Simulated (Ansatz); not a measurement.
Runs of Ansatz 0.2.0 on MoS2. The structure is hexagonal, space group P6_3/mmc (No. 194). The conventional cell has a = 3.169 Å, b = 3.169 Å, c = 12.324 Å, α = 90.00°, β = 90.00°, γ = 120.00°. Mo (site symmetry -6m2) is surrounded by 6 S at 2.41 Å. S (site symmetry 3m) is surrounded by 3 Mo at 2.41 Å. 

```csv
level,U,hubbard projectors,double counting,gap on the mesh (eV),pressure (GPa),largest force (eV/Å)
PBEsol+U,Mo d U = 5 eV,ortho-atomic (the default),fll (the default),1.02,-2.9,0.33
PBEsol+U,Mo d U = 4 eV,ortho-atomic (the default),fll (the default),0.99,-3.0,0.33
PBEsol+U,Mo d U = 1 eV,ortho-atomic (the default),fll (the default),(b),-3.0,0.32
PBEsol+U,Mo d U = 8 eV,ortho-atomic (the default),fll (the default),0.84,-1.4,0.37
PBEsol+U,Mo d U = 6 eV,ortho-atomic (the default),fll (the default),0.98,-2.8,0.33
PBEsol,-,-,-,(d),-3.0,(c)
PBEsol+U,Mo d U = 3 eV,ortho-atomic (the default),fll (the default),(a),-3.0,0.32
PBEsol+U,Mo d U = 2 eV,ortho-atomic (the default),fll (the default),0.92,-3.0,0.32
```

Alike in all rows: task projected density of states; potentials or basis Ansatz PAW; no spin polarisation; cell as given; k mesh 10 × 10 × 3; cutoff (eV) 420; smearing fermi-dirac 0.05 eV.

**Question.** Fill in the values left out.

**Answer.** (a) 0.95; (b) 0.90; (c) 0.31; (d) 0.88.

Caveats: odd divisions of the mesh miss points on the zone boundary, where band edges often lie, so the gap on the mesh can be too wide; this functional lacks dispersion, which binds the layers, so the pressure and a relaxed spacing across them are unreliable; the PAW data sets come from PBE, with cores solved anew for the run's functional, which leaves a small shift of forces and pressure.

A k mesh can miss the band edges, and the runs leave out spin-orbit coupling on Mo.
